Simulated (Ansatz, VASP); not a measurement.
**One calculation of BAs, two programs**

```
B As
1.0
     0.00000    2.29296    2.57958
     2.29296    0.00000    2.57958
     2.29296    2.29296    0.00000
B As
1 1
Direct
  0.00000 0.00000 0.00000
  0.75000 0.75000 0.75000
```

Change from the starting cell: strain -0.040 along x and y, +0.080 along z, atoms carried along.

Alike in both runs: task single point; functional LDA; k mesh 10 × 10 × 10; occupations gaussian, width 0.05 eV; no spin polarisation.

```csv
,VASP,Ansatz
version,VASP 6.6.1,Ansatz 0.2.0
potentials or method,"VASP PAW LDA potentials, release 64 (B, As)","scalar-relativistic, plane waves, PAW"
plane-wave cutoff (eV),520,420
valence electrons in the cell,8,18
```

```tsv
	VASP	Ansatz	Ansatz less VASP
gap on the k mesh at the Fermi level (eV)	0.23	0.24	+0.008
least direct gap on the mesh (eV)	2.66	2.66	+0.003
pressure (GPa)	-2.5	-3.3	-0.84
largest component of the traceless stress (GPa)	19.15	19.23	+0.080
```

The two sets of potentials don't hold the same shells in valence.
